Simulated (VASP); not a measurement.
Crystal: ZnSe (Stilleite).

```
Se Zn
1.0
     0.00000    2.83380    2.83380
     2.83380    0.00000    2.83380
     2.83380    2.83380    0.00000
Se Zn
1 1
Direct
  0.75000 0.75000 0.75000
  0.00000 0.00000 0.00000
```

Base run:

| Item | Value |
| --- | --- |
| Program | VASP 6.6.1 |
| Functional | BLYP |
| Potentials or basis | VASP PAW PBE potentials, release 64 (Se, Zn) |
| Cutoff | 520 eV |
| k mesh | 8 × 8 × 8 |
| Occupations | fermi-dirac, width 0.05 eV |
| Spin | no spin polarisation |

Its results: band gap on the k mesh 1.27 eV, direct.

Question: The run is repeated on the same cell with these changes: functional from BLYP to RPBE; further incar settings from ALGO = Normal; EDIFF = 1e-06 to ALGO = Normal; EDIFF = 1e-07; NBANDS = 16. What comes out?

Answer: Band gap on the k mesh 1.45 eV, direct.
